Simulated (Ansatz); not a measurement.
Reactions of `[SiH3]C1=CCC1`.

Computed with Ansatz on PBE0-D4/def2-TZVP structures; ΔE is electronic, products minus reactants. CCSD(T)/CBS adds triple-zeta CCSD(T) − MP2 to the extrapolated MP2 energy (def2 sets, frozen cores). This one scheme is used for every species, atoms too. For atomizations the MP2-based limit and the directly extrapolated one differ by several kJ/mol either way, and by 10 to 25 for some Ge, Se and Sn compounds, so smaller differences from it don't rank the levels. Open shells (•) are unrestricted, without spin–orbit coupling. Spin–orbit coupling would lower the free atoms: a little for C, Si. One conformer a species, not always the lowest.

Task: Order these by ΔE at CCSD(T)/CBS, lowest first. (Estimate.)
A. `[SiH3]C1=CCC1` + H₂O → `OC1=CCC1` + SiH₄
B. `[SiH3]C1=CCC1` + `O[Si]O[SiH3]` → `[SiH3]O[Si]O[SiH3]` + `C1=CCC1`
C. `[SiH3]C1=CCC1` → `C=C1[SiH2]C1C`
D. `[SiH3]C1=CCC1` + `F[SiH2]P` → `F[SiH2]P[SiH3]` + `C1=CCC1`
E. `[SiH3]C1=CCC1` → 4 C• + 8 H• + Si•
F. `[SiH3]C1=CCC1` + `CC(=N)O` → `C/C(O)=N\[SiH3]` + `C1=CCC1`
G. `[SiH3]C1=CCC1` + `NC([SiH3])S` → `NC([SiH3])S[SiH3]` + `C1=CCC1`
H. `[SiH3]C1=CCC1` + `N1[SiH2]P1` → `[SiH3]N1[SiH2]P1` + `C1=CCC1`

Result: B (-87.9 kJ/mol), H (-67.0 kJ/mol), G (-52.1 kJ/mol), F (-37.3 kJ/mol), D (-21.6 kJ/mol), C (+43.4 kJ/mol), A (+59.9 kJ/mol), E (+5068.5 kJ/mol).

Largest T1 diagnostic: 0.015, for `N1[SiH2]P1`.
